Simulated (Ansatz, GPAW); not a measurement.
This is a calculation of Si2Ni for GPAW 26.7.0 (ASE script). 

Contents of run.py:

```python
from ase.dft.bandgap import bandgap
from ase.io import read, write
from ase.units import GPa
from gpaw import GPAW, PW

atoms = read('POSCAR')
atoms.set_initial_magnetic_moments([1.0, 0.0, 0.0])

calc = GPAW(mode=PW(600),
            xc='PBE',
            kpts={'size': (9, 9, 9), 'gamma': True},
            occupations={'name': 'methfessel-paxton', 'order': 0, 'width': 0.024},
            nbands=24,
            convergence={'density': 1e-05, 'energy': 1e-05},
            maxiter=150,
            txt='gpaw.txt')
atoms.calc = calc
energy = atoms.get_potential_energy()
forces = atoms.get_forces()
stress = atoms.get_stress()
calc.write('gs.gpw')
write('result.traj', atoms)
print(f'Energy: {energy:.6f} eV')
print('Forces (eV/A):')
print(forces.round(4))
print('Stress (GPa):', (stress / GPa).round(3))
print('Moments:', calc.get_magnetic_moments().round(3))
print('Fermi level:', round(calc.get_fermi_level(), 4), 'eV')
print(f'Gap: {bandgap(calc)[0]:.4f} eV, direct: {bandgap(calc, direct=True)[0]:.4f} eV')
```

POSCAR

```
Si2Ni
1.0
    0.0000000000      2.7030000000      2.7030000000
    2.7030000000      0.0000000000      2.7030000000
    2.7030000000      2.7030000000      0.0000000000
Ni Si
1 2
Direct
    0.0000000000      0.0000000000      0.0000000000
    0.7500000000      0.7500000000      0.7500000000
    0.2500000000      0.2500000000      0.2500000000
```

Potentials or basis: GPAW PAW data sets (gpaw-data 1.2.1), pw.

Run with:

```sh
$ OMP_NUM_THREADS=1 python run.py
```

Problem. What does the same run look like in Ansatz 0.2.0? Potentials or basis there: Ansatz PAW, cutoff 420 eV.

Solution. As run (cutoffs and basis follow the program's own potentials, and thresholds, step limits or extra output files can differ):

The input input.yaml:

```yaml
crystal:
  lattice:
    - [0.0, 2.703, 2.703]
    - [2.703, 0.0, 2.703]
    - [2.703, 2.703, 0.0]
  atoms:
    - { symbol: Ni, position: [0.0, 0.0, 0.0], spin: 1.0 }
    - { symbol: Si, position: [0.75, 0.75, 0.75] }
    - { symbol: Si, position: [0.25, 0.25, 0.25] }
hamiltonian:
  xc: pbe
  pseudopotentials: { kind: paw }
magnetization:
  spin_polarized: true
kpoints:
  mp_grid: { grid: [9, 9, 9] }
scf:
  occupations: { method: gaussian, width: 0.024 }
output:
  forces: true
  stress: true
  eigenvalues: true
```

Potentials or basis: Ansatz PAW.

Launch:

```console
$ ansatz run input.yaml --threads 2 --pin off --max-ram 5632MiB --backend cpu --events-out ev --progress --plain --runs-dir out
```

Both were run:

|  | GPAW | Ansatz |
| --- | --- | --- |
| Pressure | 5.3 GPa | 4.0 GPa |
| Net moment | 0.00 μB per cell | 0.00 μB per cell |

Ansatz's pressure holds a Pulay term of +0.05 GPa for its cutoff of 420 eV, which the other run lacks.

The potentials hold 24 and 26 valence electrons a cell.

Where Ansatz's input types no cutoff or centring, it takes its own default and a Γ-centred mesh.

The magnetic state is the one that the start led to; the real crystal's order can differ.

Pressure is positive in compression.
